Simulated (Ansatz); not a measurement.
# Ta(110) / 1 layer W(110) / Ta(110): resistance against film thickness, part 2 of 3

How does the resistance across the layers grow with the film in Ta(110) / 1 layer W(110) / Ta(110)?

Ansatz 0.2.0; Ansatz plane-wave DFT, LDA, PAW files; ballistic transport by layer matching (Landauer), zero bias; PAW set soft_1.

So far. Step 2 (With 1 layer): The lead's potential steps by 2.6 meV from period to period, small in itself. The program estimates the junction's conductance to 4.2 % from the k-mesh, 1.2 % from the leads' distance from neutral and 0.6 % from their steps.

## 3. With 3 layers, k-mesh 14×14×1, film layers 3

The stack now holds 3 film layers; the k-mesh follows the cell, and the energies span -0.27 to 0.27 eV.

System of this step: Ta(110) / 3 layers W(110) / Ta(110). The cell holds 12 atoms: 9 Ta and 3 W. Its edges and angles: a = 2.860 Å, b = 2.860 Å, c = 27.183 Å, α = 90.0°, β = 90.0°, γ = 109.5°. It derives from Ta and W. Regions: lead, 9 atoms (9 Ta); films, 3 atoms (3 W). The structure is stacked along c, and the current runs across the ab planes.

Contents of input.yaml:

```yaml
crystal:
  lattice:
    - [1.65128, -2.3352625713, 0.0]
    - [1.65128, 2.3352625713, 0.0]
    - [0.0, 0.0, 27.1825129436]
  atoms:
    - { symbol: Ta, position: [0.0, 0.0, 0.042955237] }
    - { symbol: Ta, position: [0.5, 0.5, 0.128865711] }
    - { symbol: Ta, position: [0.0, 0.0, 0.214776185] }
    - { symbol: Ta, position: [0.5, 0.5, 0.300686659] }
    - { symbol: W, position: [0.0, 0.0, 0.3814428516] }
    - { symbol: W, position: [0.5, 0.5, 0.457044763] }
    - { symbol: W, position: [0.0, 0.0, 0.5326466744] }
    - { symbol: Ta, position: [0.5, 0.5, 0.613402867] }
    - { symbol: Ta, position: [0.0, 0.0, 0.699313341] }
    - { symbol: Ta, position: [0.5, 0.5, 0.785223815] }
    - { symbol: Ta, position: [0.0, 0.0, 0.871134289] }
    - { symbol: Ta, position: [0.5, 0.5, 0.957044763] }
kpoints:
  mp_grid: { grid: [14, 14, 1] }
hamiltonian:
  xc: lda
  pseudopotentials: { kind: paw, azcp: { folder: soft_1 }, xc_functional: pbe }
scf:
  occupations: { method: fermi_dirac, width: 0.1 }
output:
  transmission:
    leads: [[0, 1]]
    kmesh: [26, 26]
    e_range: [-0.27, 0.27]
    de: 0.036
  write_potential: true
  write_density: true
  volumetric_format: npy
```

On the command line:

```sh
$ ansatz run input.yaml --threads 4 --pin off --max-ram 8192MiB --backend cpu --events-out ev --progress --plain --runs-dir out
```

Numbers of over 12 decimals in the logs are rounded to 6 here.

The program printed:

```text
[...]
Crystal: 12 atoms, lattice volume = 209.641 Å³
Basis set: ecut = 420 eV, 4117 PW (Γ)
Bands: 96, of which v1, the nominal top of the filled ones, is band 80 counted from 1 (79 counted from 0)
Symmetry: 8 space group operations
[...]
k-points: 57 of 196
[...]
--- Transmission ---
  basis      : 67 plane waves across, 44 finite elements along
  points     : 183, standing for a mesh of 26 x 26
[...]
filled         : 18.7 meV over the level at which it is neutral
    channels       : 1.750000e0 a spin
[...]
slowest decay  : 0.0313 /Å at (0.2692, 0.0769)
  junction   : crystal 0 to crystal 0, -0.70 to 24.15 Å
    transmission   : 8.666138e-1 a spin
[...]
resistance     : 5.7237e-4 Ω µm² beyond half of each lead's own
[key lines of the parts left out:]
SCF converged after 10 iterations
Free energy (F): -117542.295981 eV
Fermi energy:    18.982074 eV
```

The job ended after 2.4 min (4 threads of Arm Neoverse V1, shared host; peak memory 1.2 GiB; 8.3 min of CPU time).

This step gave:

```
free energy                                                                : -117542.2960 eV
energy at zero smearing                                                    : -117542.1046 eV
Fermi energy                                                               : 18.98 eV
step of the lead's potential                                               : 3 meV
estimated errors of the lead's conductance                                 : 0, 5.1, 1.3 % (band edges, k-mesh, distance from neutral)
lead conductance per cell                                                  : 1.756 G₀
conductance of the junction                                                : 8.78e14 S/m²
junction conductance per cell                                              : 0.8738 G₀
estimated errors of the junction's conductance                             : 0, 0.1, 4.5, 0.7, 1.2 % (energy step, band edges, k-mesh, leads' steps, distance from neutral)
area resistance that the stack adds (contact term taken off, spin by spin) : 0.5724 fΩ m²
```

Per spin. Transmission, zone mean against energy, zero at the Fermi level:

```
energy (eV)  transmission, zone mean
     -0.270                    0.973
     -0.234                    0.964
     -0.198                    0.957
     -0.162                    0.948
     -0.126                    0.939
     -0.090                    0.926
     -0.054                    0.902
     -0.018                    0.883
      0.018                    0.867
      0.054                    0.842
      0.090                    0.820
      0.126                    0.801
      0.162                    0.775
      0.198                    0.753
      0.234                    0.741
      0.270                    0.719
```

The conductance of the junction is 8.8e14 S/m², 33 % under the 1.3e15 S/m² of the last finished run.

## 4. With 5 layers, k-mesh 14×14×1, film layers 5

The stack now holds 5 film layers; the k-mesh follows the cell, and the energies span -0.27 to 0.27 eV.

System of this step: Ta(110) / 5 layers W(110) / Ta(110). The cell holds 14 atoms: 9 Ta and 5 W. Its edges and angles: a = 2.860 Å, b = 2.860 Å, c = 31.293 Å, α = 90.0°, β = 90.0°, γ = 109.5°. It derives from Ta and W. Regions: lead, 9 atoms (9 Ta); films, 5 atoms (5 W). The structure is stacked along c, and the current runs across the ab planes.

input.yaml, the sections that differ from step 3:

```yaml
crystal:
  lattice:
    - [1.65128, -2.3352625713, 0.0]
    - [1.65128, 2.3352625713, 0.0]
    - [0.0, 0.0, 31.2926128116]
  atoms:
    - { symbol: Ta, position: [0.0, 0.0, 0.0373133203] }
    - { symbol: Ta, position: [0.5, 0.5, 0.111939961] }
    - { symbol: Ta, position: [0.0, 0.0, 0.1865666016] }
    - { symbol: Ta, position: [0.5, 0.5, 0.2611932423] }
    - { symbol: W, position: [0.0, 0.0, 0.331342586] }
    - { symbol: W, position: [0.5, 0.5, 0.3970146328] }
    - { symbol: W, position: [0.0, 0.0, 0.4626866797] }
    - { symbol: W, position: [0.5, 0.5, 0.5283587265] }
    - { symbol: W, position: [0.0, 0.0, 0.5940307733] }
    - { symbol: Ta, position: [0.5, 0.5, 0.6641801171] }
    - { symbol: Ta, position: [0.0, 0.0, 0.7388067577] }
    - { symbol: Ta, position: [0.5, 0.5, 0.8134333984] }
    - { symbol: Ta, position: [0.0, 0.0, 0.888060039] }
    - { symbol: Ta, position: [0.5, 0.5, 0.9626866797] }
# kpoints, hamiltonian, scf, output: as in step 3
```

The program printed:

```text
[...]
Crystal: 14 atoms, lattice volume = 241.339 Å³
Basis set: ecut = 420 eV, 4751 PW (Γ)
Bands: 113, of which v1, the nominal top of the filled ones, is band 94 counted from 1 (93 counted from 0)
Symmetry: 8 space group operations
[...]
k-points: 57 of 196
[...]
--- Transmission ---
  basis      : 67 plane waves across, 50 finite elements along
  points     : 183, standing for a mesh of 26 x 26
[...]
filled         : 17.4 meV over the level at which it is neutral
    channels       : 1.738166e0 a spin
[...]
slowest decay  : 0.0289 /Å at (0.2692, 0.0769)
  junction   : crystal 0 to crystal 0, -0.70 to 28.26 Å
    transmission   : 6.851204e-1 a spin
[...]
resistance     : 8.7045e-4 Ω µm² beyond half of each lead's own
[key lines of the parts left out:]
SCF converged after 10 iterations
Free energy (F): -137803.394835 eV
Fermi energy:    19.389853 eV
```

It took 3.4 min on 4 threads; peak memory 1.5 GiB.

This step gave:

```
free energy                                                                : -137803.3948 eV
energy at zero smearing                                                    : -137803.1853 eV
Fermi energy                                                               : 19.39 eV
step of the lead's potential                                               : 2.7 meV
ballistic conductance of the lead                                          : 1.77e15 S/m²
estimated errors of the lead's conductance                                 : 0, 5.1, 1.2 % (band edges, k-mesh, distance from neutral)
lead conductance per cell                                                  : 1.758 G₀
conductance of the junction                                                : 6.96e14 S/m²
junction conductance per cell                                              : 0.6928 G₀
estimated errors of the junction's conductance                             : 0.1, 0, 6.3, 0.7, 1.1 % (energy step, band edges, k-mesh, leads' steps, distance from neutral)
area resistance that the stack adds (contact term taken off, spin by spin) : 0.8705 fΩ m²
```

Per spin. Transmission, zone mean against energy, zero at the Fermi level:

```
energy (eV)  transmission, zone mean
     -0.270                    0.750
     -0.234                    0.754
     -0.198                    0.750
     -0.162                    0.746
     -0.126                    0.739
     -0.090                    0.729
     -0.054                    0.717
     -0.018                    0.702
      0.018                    0.685
      0.054                    0.666
      0.090                    0.652
      0.126                    0.640
      0.162                    0.629
      0.198                    0.607
      0.234                    0.598
      0.270                    0.581
```

The conductance of the junction is 7.0e14 S/m², 21 % under the 8.8e14 S/m² of the last finished run.

## 5. With 7 layers, k-mesh 14×14×1, film layers 7

The stack now holds 7 film layers; the k-mesh follows the cell, and the energies span -0.27 to 0.27 eV.

System of this step: Ta(110) / 7 layers W(110) / Ta(110). The cell holds 16 atoms: 9 Ta and 7 W. Cell: a = 2.860 Å, b = 2.860 Å, c = 35.403 Å, α = 90.0°, β = 90.0°, γ = 109.5°. It derives from Ta and W. Regions: lead, 9 atoms (9 Ta); films, 7 atoms (7 W). The structure is stacked along c, and the current runs across the ab planes.

input.yaml, the sections that differ from step 4:

```yaml
crystal:
  lattice:
    - [1.65128, -2.3352625713, 0.0]
    - [1.65128, 2.3352625713, 0.0]
    - [0.0, 0.0, 35.4027126797]
  atoms:
    - { symbol: Ta, position: [0.0, 0.0, 0.0329814073] }
    - { symbol: Ta, position: [0.5, 0.5, 0.0989442218] }
    - { symbol: Ta, position: [0.0, 0.0, 0.1649070364] }
    - { symbol: Ta, position: [0.5, 0.5, 0.2308698509] }
    - { symbol: W, position: [0.0, 0.0, 0.2928751632] }
    - { symbol: W, position: [0.5, 0.5, 0.350922973] }
    - { symbol: W, position: [0.0, 0.0, 0.4089707829] }
    - { symbol: W, position: [0.5, 0.5, 0.4670185927] }
    - { symbol: W, position: [0.0, 0.0, 0.5250664026] }
    - { symbol: W, position: [0.5, 0.5, 0.5831142124] }
    - { symbol: W, position: [0.0, 0.0, 0.6411620223] }
    - { symbol: Ta, position: [0.5, 0.5, 0.7031673345] }
    - { symbol: Ta, position: [0.0, 0.0, 0.7691301491] }
    - { symbol: Ta, position: [0.5, 0.5, 0.8350929636] }
    - { symbol: Ta, position: [0.0, 0.0, 0.9010557782] }
    - { symbol: Ta, position: [0.5, 0.5, 0.9670185927] }
# kpoints, hamiltonian, scf, output: as in step 4
```

The program printed:

```text
[...]
Crystal: 16 atoms, lattice volume = 273.038 Å³
Basis set: ecut = 420 eV, 5373 PW (Γ)
Bands: 129, of which v1, the nominal top of the filled ones, is band 108 counted from 1 (107 counted from 0)
Symmetry: 8 space group operations
[...]
k-points: 57 of 196
[...]
--- Transmission ---
  basis      : 67 plane waves across, 58 finite elements along
  points     : 183, standing for a mesh of 26 x 26
[...]
filled         : 24.1 meV over the level at which it is neutral
    channels       : 1.726331e0 a spin
[...]
slowest decay  : 0.0248 /Å at (0.2308, 0.0000)
  junction   : crystal 0 to crystal 0, -0.70 to 32.37 Å
    transmission   : 6.098921e-1 a spin
[...]
resistance     : 1.0533e-3 Ω µm² beyond half of each lead's own
[key lines of the parts left out:]
SCF converged after 10 iterations
Free energy (F): -158064.481668 eV
Fermi energy:    19.716353 eV
```

Run time: 3.2 min. Hardware: 4 threads; peak memory 1.8 GiB; 11 min of CPU time.

This step gave:

| Quantity | Value |
| --- | --- |
| free energy | -158064.4817 eV |
| energy at zero smearing | -158064.2567 eV |
| Fermi energy | 19.72 eV |
| step of the lead's potential | 2 meV |
| ballistic conductance of the lead | 1.76e15 S/m² |
| estimated errors of the lead's conductance | 0, 5.2, 1.6 % (band edges, k-mesh, distance from neutral) |
| lead conductance per cell | 1.750 G₀ |
| conductance of the junction | 6.16e14 S/m² |
| junction conductance per cell | 0.6136 G₀ |
| estimated errors of the junction's conductance | 0.1, 0, 6.3, 0.8, 0.7 % (energy step, band edges, k-mesh, leads' steps, distance from neutral) |
| area resistance that the stack adds (contact term taken off, spin by spin) | 1.053 fΩ m² |

Per spin. Table of transmission, zone mean by energy, zero at the Fermi level:

```
energy (eV)  transmission, zone mean
     -0.270                    0.663
     -0.234                    0.664
     -0.198                    0.663
     -0.162                    0.665
     -0.126                    0.647
     -0.090                    0.637
     -0.054                    0.623
     -0.018                    0.612
      0.018                    0.610
      0.054                    0.608
      0.090                    0.600
      0.126                    0.595
      0.162                    0.592
      0.198                    0.577
      0.234                    0.563
      0.270                    0.548
```

The conductance of the junction is 6.2e14 S/m², 11 % under the 7.0e14 S/m² of the last finished run, no more than the error estimates, leads' steps apart, of 6.3 and 6.3 % together.

[end of part 2 of 3]

[Logs are printed without paths, hosts, clocks, repeated set-up lines and the standing remarks that a program may print on its own settings, such as how far it seeks lower states.]

[Hosts, paths, dates, database ids (printed as entryN), source tags and the programs' standing remarks are cut or masked in the printed files.]
